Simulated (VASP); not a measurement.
Runs of VASP 6.6.1 on InP. The structure is cubic, space group F-43m (No. 216). The conventional cell has a = 5.861 Å, b = 5.861 Å, c = 5.861 Å, α = 90.00°, β = 90.00°, γ = 90.00°. In (site symmetry -43m) is surrounded by 4 P at 2.54 Å. P (site symmetry -43m) has 4 In at 2.54 Å as nearest neighbours. 

| task | cell | gap on the mesh (eV) | pressure (GPa) |
| --- | --- | --- | --- |
| relaxation of cell and atoms | relaxed | 0.60 | 0.0 |
| relaxation of the atoms | atoms relaxed from: a relaxed cell with its volume scaled by 0.94 | (b) | 5.1 |
| relaxation of the atoms | atoms relaxed | 0.60 | 0.0 |
| relaxation of the atoms | atoms relaxed from: a relaxed cell with its volume scaled by 1.02 | 0.49 | -1.3 |
| relaxation of the atoms | atoms relaxed from: a relaxed cell with its volume scaled by 0.98 | (a) | 1.5 |
| relaxation of the atoms | atoms relaxed from: a relaxed cell with its volume scaled by 1.06 | 0.28 | -3.6 |
| relaxation of the atoms | atoms relaxed from: a relaxed cell with its volume scaled by 1.04 | 0.39 | -2.5 |
| relaxation of the atoms | atoms relaxed from: a relaxed cell with its volume scaled by 0.96 | 0.81 | 2.8 |

Alike in all rows: level LDA; potentials or basis VASP PAW LDA potentials, release 64 (In_d, P); no spin polarisation; k mesh 8 × 8 × 8; cutoff (eV) 600; smearing gaussian 0.03 eV.

Estimate the missing entries.

(a) 0.71; (b) 0.93.

Caveats: spin-orbit coupling is left out, which moves the levels of the heavy elements; the relaxation stopped at its first step, so nothing moved (some runs).

A k mesh can miss the band edges, and the runs leave out spin-orbit coupling on In.
